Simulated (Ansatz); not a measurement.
A run of Ansatz 0.2.0 is set up as follows.

input.yaml

```yaml
crystal:
  lattice:
    - [0.0, 1.737572933, 1.737572933]
    - [1.737572933, 0.0, 1.737572933]
    - [1.737572933, 1.737572933, 0.0]
  atoms:
    - { symbol: Ni, position: [0.0, 0.0, 0.0], spin: 1.0 }
hamiltonian:
  xc: pbe
  pseudopotentials: { kind: paw }
magnetization:
  spin_polarized: true
kpoints:
  mp_grid: { grid: [13, 13, 13] }
scf:
  occupations: { method: fermi_dirac, width: 0.05 }
output:
  forces: true
  stress: true
  eigenvalues: true
```

Potentials or basis: Ansatz PAW.

Run with:

```console
$ ansatz run input.yaml --threads 1 --pin off --max-ram 2560MiB --backend cpu --events-out ev --progress --plain --runs-dir out
```

Problem. Predict the band gap on the k mesh.

Solution. None (metal or under the smearing width).

Problem. Estimate the site moments.

Solution. Ni +0.67 μB.
